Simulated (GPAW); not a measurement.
Runs of GPAW 26.7.0 on WC (Qusongite). Symmetry: P-6m2, No. 187, hexagonal system. The conventional cell has a = 2.907 Å, b = 2.907 Å, c = 2.837 Å, α = 90.00°, β = 90.00°, γ = 120.00°. Around W (site symmetry -6m2) lie 6 C at 2.20 Å. C (site symmetry -6m2) has 6 W at 2.20 Å as nearest neighbours. 

| task | level | potentials or basis | spin | cell | k mesh | cutoff (eV) | smearing | maxiter | exx fraction | optimizer | fmax | max steps | mesh quality | gap on the mesh (eV) | pressure (GPa) | relaxed volume (Å³/atom) |
| --- | --- | --- | --- | --- | --- | --- | --- | --- | --- | --- | --- | --- | --- | --- | --- | --- |
| electron localisation function | PBEsol | PAW data sets generated in the run's folder for this functional, pw | off | as given | 5 × 5 × 5 | 680 | fermi-dirac 0.01 eV | 150 | - | - | - | - | coarse | none | -3.6 | - |
| hybrid scf | r2SCANh+D4 | GPAW PAW data sets (gpaw-data 1.2.1), pw | off | as given | 3 × 3 × 3 | 650 | fermi-dirac 0.05 eV | 40 | 0.1 | - | - | - | coarse | none | - | - |
| relaxation of cell and atoms | PBEint | PAW data sets generated in the run's folder for this functional, pw | off | relaxed | 7 × 7 × 7 | 800 | fermi-dirac 0.05 eV | 150 | - | BFGS | 0.02 eV/Å | 100 | not flagged | none | 0.0 | 10.35 |
| Fermi surface | PBEsol+D4 | PAW data sets generated in the run's folder for this functional, pw | off | as given | 5 × 5 × 5 | 680 | fermi-dirac 0.01 eV | 150 | - | - | - | - | coarse | none | (a) | - |
| relaxation of cell and atoms | r2SCAN+D4 | GPAW PAW data sets (gpaw-data 1.2.1), pw | off | relaxed | 7 × 7 × 7 | 800 | fermi-dirac 0.05 eV | 150 | - | LBFGS | 0.02 eV/Å | 60 | not flagged | none | 0.1 | 10.35 |

Problem. Fill in the values left out.

Solution. (a) -7.6.

Caveats: some runs use coarse meshes; pairwise dispersion overbinds metals, which lowers pressure and volume (some runs); the cutoff is short for stress and forces, so pressures can be off by a GPa or more (some runs); the PAW data sets were made with another functional, which shifts forces and pressure a little (some runs); later steps reuse the first step's grids (some runs); exact exchange converges slowly with the k mesh, and this mesh is small (some runs); the scaled meta-GGA exchange is a class typed in the script (some runs).

A k mesh can miss the band edges, and the runs leave out spin-orbit coupling on W.

A gap of «none» marks a metal or a gap under the smearing width.

Runs at the PBE level aren't shown here.
